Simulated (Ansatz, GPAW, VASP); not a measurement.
Ir: 3 runs at one level of theory

```
CELL_PARAMETERS angstrom
0.00000 1.91560 1.91560
1.91560 0.00000 1.91560
1.91560 1.91560 0.00000
ATOMIC_POSITIONS crystal
Ir 0.00000 0.00000 0.00000
```

Alike in all runs: task single point; functional PBE; k mesh 12 × 12 × 12; occupations gaussian, width 0.05 eV; no spin polarisation; no spin-orbit coupling. Pressure is positive in compression and, in plane waves, holds the error of the finite cutoff.

| program and potentials | plane-wave cutoff (eV) | notes | band gap (eV) | pressure (GPa) |
| --- | --- | --- | --- | --- |
| Ansatz, all-electron LAPW, scalar-relativistic | - | - | no gap | 11.04 |
| VASP, PBE PAW files Ir, 520 eV | 520 | 9 valence electrons an atom on average | no gap | 11.76 |
| GPAW, GPAW PAW data sets (gpaw-data 1.2.1) | 600 | 15 valence electrons an atom on average | no gap | 9.81 |

None finds a gap. The pressure spans 9.81 (GPAW, GPAW PAW data sets (gpaw-data 1.2.1)) to 11.76 GPa (VASP, PBE PAW files Ir, 520 eV), with all-electron results at 11.04. The cell lies far from this level's equilibrium.

Differences between rows come from potentials, basis sets and numerical settings, since the functional is the same but for its coding. Runs on potential files found faulty are left out.

All three runs describe iridium as a metal under compression, as expected for an fcc transition metal whose partly filled 5d band overlaps a broad sp band. The positive pressure fits the known tendency of PBE to make the late 5d metals slightly too large: the cell is close to the experimental one, so the functional pushes outward. That the pressure reaches 11.04 GPa in the all-electron run probably reflects the stiffness of iridium more than a large error in bond length. Strong d-d bonding and the resistance of the filled inner shells to compression give it one of the highest bulk moduli among the elements, so a small mismatch in volume costs a large stress.

The number of valence electrons alone doesn't explain the spread, since the potential with 9 lies closer to the all-electron pressure than the one with 15. The agreement on metallic character is no test of the finer band structure, where spin-orbit coupling splits 5d states appreciably without removing the Fermi surface.
